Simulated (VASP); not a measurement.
## Hf: equation of state with PBEsol

Hf:

```
Hf
1.0
    -1.74497    1.74497    1.74497
     1.74497   -1.74497    1.74497
     1.74497    1.74497   -1.74497
Hf
1
Direct
  0.00000 0.00000 0.00000
```

This isn't the form of Hf at room conditions, which is hcp.

- Program: VASP 6.6.1
- Task: equation of state
- Functional: PBEsol
- Potentials or basis: VASP PAW PBE potentials, release 64 (Hf_pv)
- Cutoff: 520 eV
- k mesh: 8 × 8 × 8
- Occupations: fermi-dirac, width 0.05 eV
- Spin: no spin polarisation

The equilibrium volume is 21.26 Å³/atom and the bulk modulus is 112 GPa. The pressure derivative of the bulk modulus is 3.1 (rough: it moves with the points fitted).

Energy against volume, from the lowest point:
```csv
volume (Å³/atom),energy (meV/atom)
20.403,12.74
20.828,3.14
21.253,0.00
21.678,2.82
22.103,11.12
```

All runs of the series together: 20 s on 1 thread of Intel(R) Xeon(R) Platinum 8488C (Sapphire Rapids), with other jobs on the host.

Caveat: the PAW data sets were made with another functional, which shifts forces and pressure a little. The run has no spin-orbit coupling, so splittings on Hf are missing.
